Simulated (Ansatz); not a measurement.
Is this Al2Cu structure stable?

It was relaxed at this level from a Materials Project cell.

These are results of DFT PBE, scalar-relativistic, plane waves, PAW in Ansatz, not measurements. The final run on the 3-atom cell used 420 eV, a Γ-centred 16×16×16 mesh, 0.10 eV smearing and no spin polarisation.

```
Al Cu
1.0
     0.00000    2.89170    2.89170
     2.89170    0.00000    2.89170
     2.89170    2.89170    0.00000
Al Cu
2 1
Direct
  0.25000 0.25000 0.25000
  0.75000 0.75000 0.75000
  0.50000 0.50000 0.50000
```

The zero of energy is the elements' standard structures at the same level; no fitted shifts are applied.

Q: These tests were run: energy against the elements; phonons at Γ. What do they show?

A:

| test | result |
| --- | --- |
| energy against the elements | −0.18 eV/atom |
| phonons at Γ | lowest optical mode 255 cm⁻¹ |

It fails none of these tests. Competing phases weren't compared here. Phonons away from Γ weren't computed.

The run for the phonons used a 16×16×16 k mesh and Fermi–Dirac smearing of 0.15 eV.
